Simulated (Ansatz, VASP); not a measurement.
**Two plane-wave programs on TiB2**

The input INCAR:

```
SYSTEM = TiB2
  ALGO = Normal
  EDIFF = 1E-7
  ENCUT = 520
  GGA = PS
  ISIF = 2
  ISMEAR = -1
  LASPH = .True.
  LCHARG = .False.
  LREAL = .False.
  LWAVE = .False.
  NBANDS = 16
  NELM = 60
  PREC = Accurate
  SIGMA = 0.05
```

The input KPOINTS:

```
k-points
0
Gamma
  10 10 8
  0 0 0
```

The input POSCAR:

```
TiB2
1.0
    2.9673622405      0.0000000000      0.0000000000
   -1.4836811203      2.5698110825      0.0000000000
    0.0000000000      0.0000000000      3.1624957934
Ti B
1 2
Direct
    0.0000000000      0.0000000000      0.0000000000
    0.6666666667      0.3333333333      0.5000000000
    0.3333333333      0.6666666667      0.5000000000
```

File input.yaml:

```yaml
crystal:
  lattice:
    - [2.9673622405, 0.0, 0.0]
    - [-1.4836811203, 2.5698110825, 0.0]
    - [0.0, 0.0, 3.1624957934]
  atoms:
    - { symbol: Ti, position: [0.0, 0.0, 0.0] }
    - { symbol: B, position: [0.6666666667, 0.3333333333, 0.5] }
    - { symbol: B, position: [0.3333333333, 0.6666666667, 0.5] }
hamiltonian:
  xc: pbesol
  pseudopotentials: { kind: paw }
kpoints:
  mp_grid: { grid: [10, 10, 8] }
scf:
  occupations: { method: fermi_dirac, width: 0.05 }
output:
  forces: true
  stress: true
  eigenvalues: true
  write_density: true
  write_potential: true
  elf: true
  volumetric_format: npy
```

Change from the starting cell: volume scaled by 0.94.

Alike in both runs: task single point; functional PBEsol; k mesh 10 × 10 × 8; occupations fermi-dirac, width 0.05 eV; no spin polarisation.

```csv
,VASP,Ansatz
version,VASP 6.6.1,Ansatz 0.2.0
potentials or method,"VASP PAW PBE potentials, release 64 (Ti_sv, B)",Ansatz PAW
plane-wave cutoff (eV),520,420
valence electrons in the cell,18,18
```

```tsv
	VASP	Ansatz	Ansatz less VASP
gap on the k mesh at the Fermi level (eV)	none	none	-
pressure (GPa)	12.6	12.2	-0.39
largest component of the traceless stress (GPa)	4.07	3.97	-0.102
```

A gap of «none» marks a metal or a gap that the smearing closes.

Caveats: the PAW data sets were made with another functional, which shifts forces and pressure a little (VASP); the PAW data sets come from PBE, with cores solved anew for the run's functional, which leaves a small shift of forces and pressure (Ansatz).
